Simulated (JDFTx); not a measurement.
KBr:

```
CELL_PARAMETERS angstrom
0.00000 3.30000 3.30000
3.30000 0.00000 3.30000
3.30000 3.30000 0.00000
ATOMIC_POSITIONS crystal
Br 0.50000 0.50000 0.50000
K 0.00000 0.00000 0.00000
```

Program: JDFTx 1.7.0 (patched build). Alike in all runs: task single point; no spin polarisation; cell as given; smearing fermi-dirac 0.05 eV.

Question: Order these runs on this cell by their band gap on the k mesh, lowest first.
A. level PBE0 (exact-exchange share 0.3); potentials or basis PseudoDojo-SR-PBE-0.5-standard with smoothed tails; k mesh 2 × 2 × 2; cutoff (eV) 1007; share of exact exchange 0.3; SCF threshold on the energy 1e-07 Ha; mesh quality coarse
B. level HSE06; potentials or basis PseudoDojo-SR-PBE-0.5-standard with smoothed tails; k mesh 3 × 3 × 3; cutoff (eV) 1007; SCF threshold on the energy 1e-07 Ha; mesh quality coarse
C. level PBE0 (exact-exchange share 0.2); potentials or basis PseudoDojo-SR-PBE-0.5-standard with smoothed tails; k mesh 2 × 2 × 2; cutoff (eV) 1007; share of exact exchange 0.2; SCF threshold on the energy 1e-07 Ha; mesh quality coarse
D. level PBE0 (exact-exchange share 0.25); potentials or basis PseudoDojo-SR-PBE-0.5-standard with smoothed tails; k mesh 2 × 2 × 2; cutoff (eV) 1007; share of exact exchange 0.25; SCF threshold on the energy 1e-07 Ha; mesh quality coarse
E. level LDA; potentials or basis PseudoDojo-SR-LDA-0.4.1-standard with smoothed tails; k mesh 7 × 7 × 7; cutoff (eV) 980; SCF threshold on the energy 1e-09 Ha; mesh quality not flagged

Answer: E (4.03 eV), B (5.62 eV), C (5.97 eV), D (6.37 eV), A (6.77 eV).

Caveats: some runs use coarse meshes; the hybrid runs on potentials with a model core (some runs); the empty levels aren't tightly converged (some runs); this program's HSE differs a little from the usual definition (some runs).
